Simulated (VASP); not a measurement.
# NaCl (Fm-3m) in VASP: settings compared, part 3 of 3

VASP 6.6.1.

### 5 Relaxation of cell and atoms, RPBE

INCAR reads:

```
SYSTEM = NaCl
PREC = Accurate ; ENCUT = 600
EDIFF = 1E-7 ; ISMEAR = 0
SIGMA = 0.02 ; LREAL = .FALSE.
LASPH = .TRUE. ; NELM = 60
ALGO = Normal ; ISIF = 3
LWAVE = .FALSE. ; LCHARG = .FALSE.
GGA = RP ; IBRION = 2
NSW = 90 ; EDIFFG = -0.005
```

KPOINTS reads:

```
Automatic mesh
0
G
  8 8 8
  0 0 0
```

POSCAR reads:

```
NaCl
1.0
    0.0000000000      2.8434500000      2.8434500000
    2.8434500000      0.0000000000      2.8434500000
    2.8434500000      2.8434500000      0.0000000000
Na Cl
1 1
Direct
    0.0000000000      0.0000000000      0.0000000000
    0.5000000000      0.5000000000      0.5000000000
```

Potentials or basis: VASP PAW PBE potentials, release 64 (Na_pv, Cl).

Run with:

```bash
$ cat potpaw_PBE.64/Na_pv/POTCAR potpaw_PBE.64/Cl/POTCAR > POTCAR
$ mpirun -np 1 vasp_std > vasp.out
```

OUTCAR:

```text
SYSTEM = NaCl
   PREC = Accurate
   ENCUT = 600
   EDIFF = 1E-7
   ISMEAR = 0
   LREAL = .FALSE.
   LASPH = .TRUE.
   NELM = 60
   ISIF = 3
   GGA = RP
   IBRION = 2
   NSW = 90
   EDIFFG = -0.005

 ion  position               nearest neighbor table
   1  0.000  0.000  0.000-
   2  0.500  0.500  0.500-

  LATTYP: Found a face centered cubic cell.
 ALAT       =     5.6869000000

  Lattice vectors:

 A1 = (   0.0000000000,   2.8434500000,   2.8434500000)
 A2 = (   2.8434500000,   0.0000000000,   2.8434500000)
 A3 = (   2.8434500000,   2.8434500000,   0.0000000000)

Analysis of symmetry for initial positions (statically):
=====================================================================
 Subroutine PRICEL returns:
 Original cell was already a primitive cell.

 Routine SETGRP: Setting up the symmetry group for a
 face centered cubic supercell.

 Subroutine GETGRP returns: Found 48 space group operations
 (whereof 48 operations were pure point group operations)
 out of a pool of 48 trial point group operations.

The static configuration has the point symmetry O_h .

Analysis of symmetry for dynamics (positions and initial velocities):
=====================================================================
 Subroutine PRICEL returns:
 Original cell was already a primitive cell.

 Routine SETGRP: Setting up the symmetry group for a
 face centered cubic supercell.

 Subroutine GETGRP returns: Found 48 space group operations
 (whereof 48 operations were pure point group operations)
 out of a pool of 48 trial point group operations.

The dynamic configuration has the point symmetry O_h .

 Subroutine INISYM returns: Found 48 space group operations
[... 132 lines left out ...]
  volume of cell :       45.98
 maximum number of plane-waves:      1572
   NGX = 17   NGY = 17   NGZ = 17

--------------------------------------- Ionic step        1  -------------------------------------------

 number of electron      13.9999998 magnetization

 Free energy of the ion-electron system (eV)
  ---------------------------------------------------
  ext. energy  EPLUGINS =         0.00000000
  ---------------------------------------------------
  free energy    TOTEN  =        -6.44166497 eV

  energy without entropy =       -6.44166497  energy(sigma->0) =       -6.44166497

------------------------ aborting loop because EDIFF is reached ----------------------------------------

  FORCE on cell =-STRESS in cart. coord.  units (eV):
  Direction    XX          YY          ZZ          XY          YZ          ZX
  --------------------------------------------------------------------------------------
  -------------------------------------------------------------------------------------
  Total        0.5511638      0.5511638      0.5511638      0.0000000      0.0000000      0.0000000
  in kB       19.2054496     19.2054496     19.2054496      0.0000000      0.0000000      0.0000000
  external PRESSURE =      19.2054496 kB  Pullay stress =       0.0000000 kB
[... 95 lines left out ...]
--------------------------------------- Ionic step        4  -------------------------------------------

 number of electron      14.0000000 magnetization

 Free energy of the ion-electron system (eV)
  ---------------------------------------------------
  ext. energy  EPLUGINS =         0.00000000
  ---------------------------------------------------
  free energy    TOTEN  =        -6.46321541 eV

  energy without entropy =       -6.46321541  energy(sigma->0) =       -6.46321541

 E-fermi :  -1.0004     XC(G=0):  -7.3859

 val. band max:       -1.1707347700   @ k =   0.0000   0.0000   0.0000
 cond. band min:       3.8767166807   @ k =   0.0000   0.0000   0.0000
 fundamental gap:      5.0474514507
 Fermi energy:        -1.0003596343

 k-point     1 :       0.0000    0.0000    0.0000
  band No.  band energies     occupation
      1     -22.2446      2.00000
      2     -22.2446      2.00000
      3     -22.2446      2.00000
      4     -13.6037      2.00000
      5      -1.1707      2.00000
      6      -1.1707      2.00000
      7      -1.1707      2.00000
      8       3.8767      0.00000
      9       9.9966      0.00000
     10       9.9966      0.00000
     11       9.9966      0.00000
[... 309 lines left out ...]
 k-point    24 :      -0.3750    0.2500    0.1250
  band No.  band energies     occupation
      1     -22.2581      2.00000
      2     -22.2495      2.00000
      3     -22.2473      2.00000
      4     -13.3427      2.00000
      5      -2.5072      2.00000
      6      -1.7761      2.00000
      7      -1.4964      2.00000
      8       7.1582      0.00000
      9       8.0923      0.00000
     10       8.9615      0.00000
     11      10.3642      0.00000

 [... further k-points ...]

------------------------ aborting loop because EDIFF is reached ----------------------------------------

  FORCE on cell =-STRESS in cart. coord.  units (eV):
  Direction    XX          YY          ZZ          XY          YZ          ZX
  --------------------------------------------------------------------------------------
  -------------------------------------------------------------------------------------
  Total       -0.0030698     -0.0030698     -0.0030698      0.0000000      0.0000000      0.0000000
  in kB       -0.0986154     -0.0986154     -0.0986154      0.0000000      0.0000000      0.0000000
  external PRESSURE =      -0.0986154 kB  Pullay stress =       0.0000000 kB
[... 17 lines left out ...]
  FREE ENERGIE OF THE ION-ELECTRON SYSTEM (eV)
  ---------------------------------------------------
  free  energy   TOTEN  =        -6.4632154083 eV

  energy  without entropy=       -6.4632154083  energy(sigma->0) =       -6.46321541

 reached required accuracy - stopping structural energy minimisation
```

OSZICAR:

```text
N       E                     dE             d eps       ncg     rms          rms(c)
DAV:   1     0.100355715570E+03    0.10036E+03   -0.79254E+03   638   0.142E+03
DAV:   2     0.186444733437E+01   -0.98491E+02   -0.91399E+02   747   0.283E+02
DAV:   3    -0.646231197355E+01   -0.83268E+01   -0.82805E+01   767   0.847E+01
[... 38 lines left out ...]
DAV:   4    -0.646321609006E+01    0.45546E-04   -0.26778E-05   759   0.681E-02    0.736E-03
DAV:   5    -0.646321511007E+01    0.97999E-06   -0.24553E-06   686   0.161E-02    0.376E-03
DAV:   6    -0.646321524421E+01   -0.13414E-06   -0.26292E-07   677   0.812E-03    0.173E-03
DAV:   7    -0.646321544387E+01   -0.19965E-06   -0.69478E-08   574   0.259E-03    0.792E-04
DAV:   8    -0.646321540829E+01    0.35580E-07   -0.89975E-09   319   0.158E-03
   4 F= -.64632154E+01 E0= -.64632154E+01  d E =-.215504E-01
```

CONTCAR:

```text
NaCl
   1.00000000000000
     0.0000000000000000    2.9215687725591781    2.9215687725591781
     2.9215687725591781   -0.0000000000000000    2.9215687725591781
     2.9215687725591781    2.9215687725591781   -0.0000000000000000
  Na              Cl
     1     1
Direct
     0.0000000000000000    0.0000000000000000    0.0000000000000000
     0.5000000000000000    0.5000000000000000    0.5000000000000000

  0.00000000E+00  0.00000000E+00  0.00000000E+00
  0.00000000E+00  0.00000000E+00  0.00000000E+00
```

It took 28 s on 1 thread of Intel Xeon Platinum 8559C (Emerald Rapids), shared host; peak memory 0.18 GiB.

Results:

- Free energy: -6.4632 eV
- Relaxed volume: 24.94 Å³/atom
- Relaxed cell: a = 4.132 Å, b = 4.132 Å, c = 4.132 Å, α = 60.00°, β = 60.00°, γ = 60.00°
- Space group after relaxing (to 0.05 Å): Fm-3m (No. 225)
- Energy gained by relaxing: 10.8 meV/atom
- Ionic steps: 4
- Pressure after relaxing: 0.0 GPa
- Band gap on the k mesh: 5.05 eV, direct

The path:
| step | energy change (eV) | largest force (eV/Å) | pressure (GPa) | volume (Å³) |
| --- | --- | --- | --- | --- |
| 1 | 0.0000 | 0.0000 | 1.92 | 45.98 |
| 2 | -0.0161 | 0.0000 | 0.90 | 47.84 |
| 3 | -0.0214 | 0.0000 | -0.12 | 50.17 |
| 4 | -0.0216 | 0.0000 | -0.01 | 49.87 |

Final structure:
```yaml
crystal:
  lattice:
    - [0.00000, 2.92157, 2.92157]
    - [2.92157, 0.00000, 2.92157]
    - [2.92157, 2.92157, 0.00000]
  atoms:
    - { symbol: Na, position: [0.00000, 0.00000, 0.00000] }
    - { symbol: Cl, position: [0.50000, 0.50000, 0.50000] }
```

Caveat: the PAW data sets were made with another functional, which shifts forces and pressure a little.

### 6 Overview

| task | level | potentials or basis | cell | k mesh | cutoff (eV) | mesh quality | gap on the mesh (eV) | pressure (GPa) | relaxed volume (Å³/atom) |
| --- | --- | --- | --- | --- | --- | --- | --- | --- | --- |
| relaxation of cell and atoms | PBEsol | VASP PAW PBE potentials, release 64 (Na_pv, Cl) | relaxed | 4 × 4 × 4 | 600 | coarse | 5.00 | 0.0 | 22.03 |
| single point | PBEsol | VASP PAW PBE potentials, release 64 (Na_pv, Cl) | as given | 8 × 8 × 8 | 520 | not flagged | 4.84 | -1.0 | - |
| relaxation of cell and atoms | PBEsol | VASP PAW PBE potentials, release 64 (Na, Cl) | relaxed | 8 × 8 × 8 | 580 | not flagged | 5.09 | 0.0 | 21.47 |
| relaxation of cell and atoms | RPBE | VASP PAW PBE potentials, release 64 (Na_pv, Cl) | relaxed | 8 × 8 × 8 | 600 | not flagged | 5.05 | 0.0 | 24.94 |

Alike in all rows: no spin polarisation; smearing gaussian 0.02 eV.

Caveats: some runs use coarse meshes; the PAW data sets were made with another functional, which shifts forces and pressure a little.

Absolute energies hang on the potentials; compare differences alone.
